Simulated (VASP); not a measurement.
# Sb2Pt (Pa-3) in VASP: notebook

The runs below take Sb2Pt through single point, with PBE.

All numbers are computed with VASP 6.6.1; they aren't measurements. Logs are shortened: lines on timing, memory, paths and dates and some standing lists are left out, and cuts for length are marked.

**Measured values to compare with.**

From a printed reference work, data compilation, for a bulk crystal of Sb2Pt: band gap 0.11 eV.

How close the calculation comes is told below.

## 1. The cell of the first run

It takes space group Pa-3 (No. 205, cubic). The conventional cell has a = 6.553 Å, b = 6.553 Å, c = 6.553 Å, α = 90.00°, β = 90.00°, γ = 90.00°. Sb (site symmetry 3) has 3 Pt at 2.72 Å and 7 Sb at 2.84 to 3.66 Å within 3.7 Å. Within 3.6 Å of Pt (site symmetry -3) lie 6 Sb at 2.72 Å.

## 2. Single point, PBE

Contents of INCAR:

```
SYSTEM = Sb2Pt
PREC     = Accurate       ! precision mode
ENCUT    = 520            ! plane-wave cutoff, eV
EDIFF    = 1E-6           ! SCF threshold, eV
ISMEAR   = 0              ! smearing method
SIGMA    = 0.1            ! smearing width, eV
LREAL    = .False.        ! projectors in reciprocal space
LASPH    = .True.         ! aspherical terms in the spheres
NELM     = 80             ! most SCF steps
ALGO     = Normal         ! electronic algorithm
ISIF     = 2              ! what is computed and relaxed
LWAVE    = .False.        ! write WAVECAR
LCHARG   = .False.        ! write CHGCAR
GGA      = PE             ! functional
NBANDS   = 52             ! bands
```

Contents of KPOINTS:

```
regular mesh
0
Gamma
  6 6 6
  0 0 0
```

Contents of POSCAR:

```
Sb2Pt
1.0
    6.5532255596      0.0000000000      0.0000000000
    0.0000000000      6.5532255596      0.0000000000
    0.0000000000      0.0000000000      6.5532255596
Sb Pt
8 4
Direct
    0.3749059606      0.3749059606      0.3749059606
    0.1250940394      0.6250940394      0.8749059606
    0.8749059606      0.1250940394      0.6250940394
    0.6250940394      0.8749059606      0.1250940394
    0.6250940394      0.6250940394      0.6250940394
    0.8749059606      0.3749059606      0.1250940394
    0.1250940394      0.8749059606      0.3749059606
    0.3749059606      0.1250940394      0.8749059606
    0.0000000000      0.0000000000      0.0000000000
    0.5000000000      0.0000000000      0.5000000000
    0.5000000000      0.5000000000      0.0000000000
    0.0000000000      0.5000000000      0.5000000000
```

Potentials or basis: VASP PAW PBE potentials, release 64 (Sb, Pt).

On the command line:

```sh
$ cat potpaw_PBE.64/Sb/POTCAR potpaw_PBE.64/Pt/POTCAR > POTCAR
$ mpirun -np 1 vasp_std > vasp.out
```

OUTCAR:

```text
SYSTEM = Sb2Pt
   PREC = Accurate
   ENCUT = 520
   EDIFF = 1E-6
   ISMEAR = 0
   LREAL = .False.
   LASPH = .True.
   NELM = 80
   ISIF = 2
   GGA = PE

 ion  position               nearest neighbor table
   1  0.375  0.375  0.375-  10 2.72  11 2.72  12 2.72   5 2.84   6 3.66   7 3.66   8 3.66   8 3.66
                             7 3.66   6 3.66
   2  0.125  0.625  0.875-   9 2.72  11 2.72  12 2.72   6 2.84   5 3.66   7 3.66   8 3.66   7 3.66
                             8 3.66   5 3.66
   3  0.875  0.125  0.625-   9 2.72  10 2.72  12 2.72   7 2.84   6 3.66   5 3.66   8 3.66   6 3.66
                             5 3.66   8 3.66
   4  0.625  0.875  0.125-   9 2.72  10 2.72  11 2.72   8 2.84   6 3.66   7 3.66   5 3.66   5 3.66
                             6 3.66   7 3.66
   5  0.625  0.625  0.625-  10 2.72  11 2.72  12 2.72   1 2.84   2 3.66   3 3.66   4 3.66   4 3.66
                             3 3.66   2 3.66
   6  0.875  0.375  0.125-   9 2.72  11 2.72  12 2.72   2 2.84   1 3.66   3 3.66   4 3.66   3 3.66
                             4 3.66   1 3.66
   7  0.125  0.875  0.375-   9 2.72  10 2.72  12 2.72   3 2.84   2 3.66   1 3.66   4 3.66   2 3.66
                             1 3.66   4 3.66
   8  0.375  0.125  0.875-   9 2.72  10 2.72  11 2.72   4 2.84   2 3.66   3 3.66   1 3.66   1 3.66
                             2 3.66   3 3.66
   9  0.000  0.000  0.000-   2 2.72   3 2.72   4 2.72   6 2.72   7 2.72   8 2.72
  10  0.500  0.000  0.500-   1 2.72   3 2.72   4 2.72   5 2.72   7 2.72   8 2.72
  11  0.500  0.500  0.000-   1 2.72   2 2.72   4 2.72   5 2.72   6 2.72   8 2.72
  12  0.000  0.500  0.500-   1 2.72   2 2.72   3 2.72   5 2.72   6 2.72   7 2.72

  LATTYP: Found a simple cubic cell.
 ALAT       =     6.5532255596

  Lattice vectors:

 A1 = (   6.5532255596,   0.0000000000,   0.0000000000)
 A2 = (   0.0000000000,   6.5532255596,   0.0000000000)
 A3 = (   0.0000000000,   0.0000000000,   6.5532255596)

Analysis of symmetry for initial positions (statically):
=====================================================================
 Subroutine PRICEL returns:
 Original cell was already a primitive cell.

 Routine SETGRP: Setting up the symmetry group for a
 simple cubic supercell.

 Subroutine GETGRP returns: Found 24 space group operations
 (whereof  6 operations were pure point group operations)
 out of a pool of 48 trial point group operations.

The static configuration has the point symmetry S_6 .
 The point group associated with its full space group is T_h .

Analysis of symmetry for dynamics (positions and initial velocities):
=====================================================================
 Subroutine PRICEL returns:
 Original cell was already a primitive cell.

 Routine SETGRP: Setting up the symmetry group for a
 simple cubic supercell.

 Subroutine GETGRP returns: Found 24 space group operations
 (whereof  6 operations were pure point group operations)
 out of a pool of 48 trial point group operations.

The dynamic configuration has the point symmetry S_6 .
 The point group associated with its full space group is T_h .

 Subroutine INISYM returns: Found 24 space group operations
 (whereof  6 operations are pure point group operations),
 and found     1 'primitive' translations

----------------------------------------------------------------------------------------

                                     Primitive cell

  volume of cell :     281.4267

  direct lattice vectors                    reciprocal lattice vectors
     6.553225560  0.000000000  0.000000000     0.152596609  0.000000000  0.000000000
     0.000000000  6.553225560  0.000000000     0.000000000  0.152596609  0.000000000
     0.000000000  0.000000000  6.553225560     0.000000000  0.000000000  0.152596609

  length of vectors
     6.553225560  6.553225560  6.553225560     0.152596609  0.152596609  0.152596609

  position of ions in fractional coordinates (direct lattice)
     0.374905961  0.374905961  0.374905961
     0.125094039  0.625094039  0.874905961
     0.874905961  0.125094039  0.625094039
     0.625094039  0.874905961  0.125094039
     0.625094039  0.625094039  0.625094039
     0.874905961  0.374905961  0.125094039
     0.125094039  0.874905961  0.374905961
     0.374905961  0.125094039  0.874905961
     0.000000000  0.000000000  0.000000000
     0.500000000  0.000000000  0.500000000
     0.500000000  0.500000000  0.000000000
     0.000000000  0.500000000  0.500000000

  ion indices of the primitive-cell ions
   primitive index   ion index
                 1           1
                 2           2
                 3           3
                 4           4
                 5           5
                 6           6
                 7           7
                 8           8
                 9           9
                10          10
                11          11
                12          12

----------------------------------------------------------------------------------------

 KPOINTS: regular mesh

Automatic generation of k-mesh.
 Grid dimensions read from file:
 generate k-points for:    6    6    6

 Generating k-lattice:

  Cartesian coordinates                     Fractional coordinates (reciprocal lattice)
     0.025432768  0.000000000  0.000000000     0.166666667  0.000000000  0.000000000
     0.000000000  0.025432768  0.000000000     0.000000000  0.166666667  0.000000000
     0.000000000  0.000000000  0.025432768     0.000000000  0.000000000  0.166666667

  Length of vectors
     0.025432768  0.025432768  0.025432768

  Shift w.r.t. Gamma in fractional coordinates (k-lattice)
     0.000000000  0.000000000  0.000000000

 Subroutine IBZKPT returns following result:
 ===========================================

 Found     24 irreducible k-points:

 Following reciprocal coordinates:
            Coordinates               Weight
  0.000000  0.000000  0.000000      1.000000
  0.166667  0.000000  0.000000      6.000000
  0.333333  0.000000  0.000000      6.000000
  0.500000  0.000000  0.000000      3.000000
  0.166667  0.166667  0.000000     12.000000
  0.333333  0.166667  0.000000     12.000000
[... 16 lines left out ...]
  0.500000  0.500000  0.333333      6.000000
  0.500000  0.500000  0.500000      1.000000
   k-points           NKPTS =     24   k-points in BZ     NKDIM =     24   number of bands    NBANDS=     52
   number of dos      NEDOS =    301   number of ions     NIONS =     12
   total plane-waves  NPLWV = 125000
   dimension x,y,z NGX =    50 NGY =   50 NGZ =   50
   dimension x,y,z NGXF=   100 NGYF=  100 NGZF=  100
   ions per type =               8   4
   NGX,Y,Z   is equivalent  to a cutoff of  12.68, 12.68, 12.68 a.u.
   NGXF,Y,Z  is equivalent  to a cutoff of  25.37, 25.37, 25.37 a.u.
 SYSTEM =  Sb2Pt
   PREC   = accura    normal or accurate (medium, high low for compatibility)
   ISTART =      0    job   : 0-new  1-cont  2-samecut
   ICHARG =      2    charge: 1-file 2-atom 10-const
   ISPIN  =      1    spin polarized calculation?
   LNONCOLLINEAR =      F non collinear calculations
   LSORBIT =      F    spin-orbit coupling
   LASPH  =      T    aspherical Exc in radial PAW
   ENCUT  =  520.0 eV  38.22 Ry    6.18 a.u.  12.18 12.18 12.18*2*pi/ulx,y,z
   NELM   =     80;   NELMIN=  2; NELMDL= -5     # of ELM steps
   EDIFF  = 0.1E-05   stopping-criterion for ELM
   LREAL  =      F    real-space projection
   EDIFFG = 0.1E-04   stopping-criterion for IOM
   NSW    =      0    number of steps for IOM
   IBRION =     -1    ionic relax: 0-MD 1-quasi-New 2-CG
   NFREE  =      0    steps in history (QN), initial steepest desc. (CG)
   ISIF   =      2    stress and relaxation
   ISYM   =      2    0-nonsym 1-usesym 2-fastsym
   POTIM  = 0.5000    time-step for ionic-motion
   TEBEG  =    0.0;   TEEND  =   0.0 temperature during run
   PSTRESS=    0.0 pullay stress
   NELECT =      80.0000    total number of electrons
   NUPDOWN=      -1.0000    fix difference up-down
   EMIN   =  10.00;   EMAX   =-10.00  energy-range for DOS
   EFERMI =   0.00;   METHOD = LEGACY
   ISMEAR =     0;   SIGMA  =   0.10  broadening in eV -4-tet -1-fermi 0-gaus
   EFERMI_NEDOS =   21; number of points for ismear=-14 and -15
   IALGO  =     38    algorithm
   IMIX   =      4    mixing-type and parameters
     AMIX     =   0.40;   BMIX     =  1.00
     AMIX_MAG =   1.60;   BMIX_MAG =  1.00
  volume/ion in A,a.u.               =      23.45       158.26
  Fermi-wavevector in a.u.,A,eV,Ry     =   1.076423  2.034145 15.764892  1.158687
  Thomas-Fermi vector in A             =   2.212307
   LORBIT       =      0    0 simple, 1 ext, 2 COOP (PROOUT), +10 PAW based schemes
   GGA     = PE    functional components
   LHFCALC =     F    Hartree Fock is set to
   AEXX    =    0.0000 exact exchange contribution
   IVDW    =     0    specifies the selected vdW correction
   LEPSILON=     F    determine dielectric tensor
   LRPA    =     F    only Hartree local field effects (RPA)
 non-spin polarized calculation
 Gauss-broadening in eV      SIGMA  =   0.10
  energy-cutoff  :      520.00
  volume of cell :      281.43
 maximum number of plane-waves:      7624
 NGX is ok and might be reduce to    50
   NGX = 25   NGY = 25   NGZ = 25

 number of electron      80.0000001 magnetization

 Free energy of the ion-electron system (eV)
  ---------------------------------------------------
  ext. energy  EPLUGINS =         0.00000000
  ---------------------------------------------------
  free energy    TOTEN  =       -63.22622137 eV

  energy without entropy =      -63.21791014  energy(sigma->0) =      -63.22206575

 E-fermi :   8.6213     XC(G=0): -10.7249

 val. band max:        8.6085184445   @ k =   0.1667   0.0000   0.0000
 cond. band min:       8.6367960077   @ k =   0.3333   0.3333   0.0000
 fundamental gap:      0.0282775633
 Fermi energy:         8.6213023049

 k-point     1 :       0.0000    0.0000    0.0000
  band No.  band energies     occupation
      1      -3.7603      2.00000
      2      -1.6233      2.00000
      3      -1.6233      2.00000
      4      -1.6233      2.00000
      5      -0.2142      2.00000
      6      -0.2142      2.00000
[... 44 lines left out ...]
     51      12.9040      0.00000
     52      13.1859      0.00000

 k-point     2 :       0.1667    0.0000    0.0000
  band No.  band energies     occupation
      1      -3.6643      2.00000
      2      -1.8607      2.00000
      3      -1.5740      2.00000
      4      -1.5659      2.00000
      5      -0.2078      2.00000
      6      -0.1983      2.00000
[... 44 lines left out ...]
     51      12.7778      0.00000
     52      13.1180      0.00000

 k-point     3 :       0.3333    0.0000    0.0000
  band No.  band energies     occupation
      1      -3.3824      2.00000
      2      -2.3859      2.00000
      3      -1.4587      2.00000
      4      -1.4394      2.00000
      5      -0.1642      2.00000
      6      -0.1618      2.00000
[... 44 lines left out ...]
     51      12.6792      0.00000
     52      13.0294      0.00000
[... 1046 lines left out ...]
 k-point    23 :       0.5000    0.5000    0.3333
  band No.  band energies     occupation
      1      -1.8991      2.00000
      2      -1.8991      2.00000
      3      -1.8991      2.00000
      4      -1.8991      2.00000
      5      -0.7830      2.00000
      6      -0.7830      2.00000
[... 44 lines left out ...]
     51      11.5717      0.00000
     52      11.5717      0.00000

 k-point    24 :       0.5000    0.5000    0.5000
  band No.  band energies     occupation
      1      -1.7305      2.00000
      2      -1.7305      2.00000
      3      -1.7305      2.00000
      4      -1.7305      2.00000
      5      -1.0258      2.00000
      6      -1.0258      2.00000
[... 44 lines left out ...]
     51      11.2644      0.00000
     52      11.2644      0.00000

------------------------ aborting loop because EDIFF is reached ----------------------------------------

  FORCE on cell =-STRESS in cart. coord.  units (eV):
  Direction    XX          YY          ZZ          XY          YZ          ZX
  --------------------------------------------------------------------------------------
  -------------------------------------------------------------------------------------
  Total       -0.5617555     -0.5617555     -0.5617555     -0.0000000      0.0000000      0.0000000
  in kB       -3.1981037     -3.1981037     -3.1981037     -0.0000000      0.0000000      0.0000000
  external PRESSURE =      -3.1981037 kB  Pullay stress =       0.0000000 kB

 VOLUME and BASIS-vectors are now :
 -----------------------------------------------------------------------------
  energy-cutoff  :      520.00
  volume of cell :      281.43
      direct lattice vectors                 reciprocal lattice vectors
     6.553225560  0.000000000  0.000000000     0.152596609  0.000000000  0.000000000
     0.000000000  6.553225560  0.000000000     0.000000000  0.152596609  0.000000000
     0.000000000  0.000000000  6.553225560     0.000000000  0.000000000  0.152596609

 POSITION                                       TOTAL-FORCE (eV/Angst)
 -----------------------------------------------------------------------------------
      2.45684      2.45684      2.45684        -0.013511     -0.013511     -0.013511
      0.81977      4.09638      5.73346         0.013511      0.013511     -0.013511
      5.73346      0.81977      4.09638        -0.013511      0.013511      0.013511
      4.09638      5.73346      0.81977         0.013511     -0.013511      0.013511
      4.09638      4.09638      4.09638         0.013511      0.013511      0.013511
      5.73346      2.45684      0.81977        -0.013511     -0.013511      0.013511
      0.81977      5.73346      2.45684         0.013511     -0.013511     -0.013511
      2.45684      0.81977      5.73346        -0.013511      0.013511     -0.013511
      0.00000      0.00000      0.00000         0.000000      0.000000     -0.000000
      3.27661      0.00000      3.27661         0.000000      0.000000     -0.000000
      3.27661      3.27661      0.00000         0.000000      0.000000     -0.000000
      0.00000      3.27661      3.27661         0.000000      0.000000     -0.000000
 -----------------------------------------------------------------------------------
    total drift:                                0.000000      0.000000      0.000000

  FREE ENERGIE OF THE ION-ELECTRON SYSTEM (eV)
  ---------------------------------------------------
  free  energy   TOTEN  =       -63.2262213680 eV

  energy  without entropy=      -63.2179101355  energy(sigma->0) =      -63.22206575
```

It took 7.4 min on 1 thread of Intel Xeon Platinum 8259CL at 2.50GHz (Skylake/Cascade Lake), shared host; peak memory 0.51 GiB.

Results:

```
Free energy            : -63.2262 eV
Pressure               : -0.3 GPa
Largest force          : 0.023 eV/Å
Band gap on the k mesh : zero (bands 40 and 41 overlap by 0.22 eV)
```

Forces in eV/Å, atoms in the order of the input:
```
Sb  -0.014 -0.014 -0.014
Sb   0.014  0.014 -0.014
Sb  -0.014  0.014  0.014
Sb   0.014 -0.014  0.014
Sb   0.014  0.014  0.014
Sb  -0.014 -0.014  0.014
Sb   0.014 -0.014 -0.014
Sb  -0.014  0.014 -0.014
Pt   0.000  0.000  0.000
Pt   0.000  0.000  0.000
Pt   0.000  0.000  0.000
Pt   0.000  0.000  0.000
```

Levels at points of the mesh, in eV from the Fermi level:
```tsv
k point	band 37	band 38	band 39	band 40	band 41	band 42	band 43	band 44
(0.00, 0.00, 0.00)	-1.74	-0.49	-0.49	-0.49	-0.07	-0.07	-0.07	0.97
(0.50, 0.00, 0.00)	-1.39	-1.39	-0.64	-0.64	0.75	0.75	1.42	1.42
(0.50, 0.50, 0.00)	-0.70	-0.70	-0.70	-0.70	1.61	1.61	1.61	1.61
(0.50, 0.50, 0.50)	-0.61	-0.61	-0.61	-0.61	-0.20	-0.20	-0.20	-0.20
```

Caveat: spin-orbit coupling is left out, which moves the levels of the heavy elements.

## 3. Single point, PBE

Contents of INCAR:

```
ALGO = Normal ; EDIFF = 1E-6
ENCUT = 520 ; GGA = PE
ISIF = 2 ; ISMEAR = 0
LASPH = T ; LCHARG = T
LELF = T ; LREAL = F
LVHAR = T ; LWAVE = F
NBANDS = 52 ; NELM = 80
PREC = Accurate ; SIGMA = 0.1
```

Contents of KPOINTS:

```
k-points
0
Gamma
  6 6 6
```

Contents of POSCAR:

```
Sb2Pt
1.0
    6.5532274924      0.0000000000      0.0000000000
    0.0000000000      6.5532274924      0.0000000000
    0.0000000000      0.0000000000      6.5532274924
Sb Pt
8 4
Direct
    0.3749055479      0.3749055479      0.3749055479
    0.1250944521      0.6250944521      0.8749055479
    0.8749055479      0.1250944521      0.6250944521
    0.6250944521      0.8749055479      0.1250944521
    0.6250944521      0.6250944521      0.6250944521
    0.8749055479      0.3749055479      0.1250944521
    0.1250944521      0.8749055479      0.3749055479
    0.3749055479      0.1250944521      0.8749055479
    0.0000000000      0.0000000000      0.0000000000
    0.5000000000      0.0000000000      0.5000000000
    0.5000000000      0.5000000000      0.0000000000
    0.0000000000      0.5000000000      0.5000000000
```

Potentials or basis: VASP PAW PBE potentials, release 64 (Sb, Pt).

On the command line:

```sh
$ cat potpaw_PBE.64/Sb/POTCAR potpaw_PBE.64/Pt/POTCAR > POTCAR
$ mpirun -np 1 vasp_std > vasp.out
```

Run time: 8.2 min. Hardware: 1 thread of Intel Xeon Platinum 8259CL at 2.50GHz (Skylake/Cascade Lake), shared host; peak memory 0.51 GiB.

It converged, with:

```yaml
Free_energy: -63.2262 eV
Pressure: -0.3 GPa
Largest_force: 0.023 eV/Å
Band_gap_on_the_k_mesh: zero (bands 40 and 41 overlap by 0.22 eV)
```

Forces in eV/Å, atoms in the order of the input:
```
Sb  -0.013 -0.013 -0.013
Sb   0.013  0.013 -0.013
Sb  -0.013  0.013  0.013
Sb   0.013 -0.013  0.013
Sb   0.013  0.013  0.013
Sb  -0.013 -0.013  0.013
Sb   0.013 -0.013 -0.013
Sb  -0.013  0.013 -0.013
Pt   0.000  0.000  0.000
Pt   0.000  0.000  0.000
Pt   0.000  0.000  0.000
Pt   0.000  0.000  0.000
```

Levels at points of the mesh, in eV from the Fermi level:
| k point | band 37 | band 38 | band 39 | band 40 | band 41 | band 42 | band 43 | band 44 |
| --- | --- | --- | --- | --- | --- | --- | --- | --- |
| (0.00, 0.00, 0.00) | -1.74 | -0.49 | -0.49 | -0.49 | -0.07 | -0.07 | -0.07 | 0.97 |
| (0.50, 0.00, 0.00) | -1.39 | -1.39 | -0.64 | -0.64 | 0.75 | 0.75 | 1.42 | 1.42 |
| (0.50, 0.50, 0.00) | -0.70 | -0.70 | -0.70 | -0.70 | 1.61 | 1.61 | 1.61 | 1.61 |
| (0.50, 0.50, 0.50) | -0.61 | -0.61 | -0.61 | -0.61 | -0.20 | -0.20 | -0.20 | -0.20 |

Caveat: spin-orbit coupling is left out, which moves the levels of the heavy elements.

## 4. Comparison with measurements

Step 2. Measured gap of Sb2Pt: 0.11 eV (a printed reference work, data compilation). This calculation gives 0.00 eV (-0.11 eV). Spin-orbit coupling on Pt, Sb is left out. The value is that of PBE on a finite k mesh, which can miss the band edges, without temperature or zero-point motion. Semilocal functionals fall short of measured gaps as a rule.

Step 3. A measured gap of Sb2Pt is 0.11 eV (a printed reference work, data compilation); the calculated 0.00 eV misses it by -0.11 eV. Spin-orbit coupling on Pt, Sb is left out. The value is that of PBE on a finite k mesh, which can miss the band edges, without temperature or zero-point motion. Semilocal functionals fall short of measured gaps as a rule.

The gap in the log of VASP goes by the Fermi energy; the results here count the filled bands.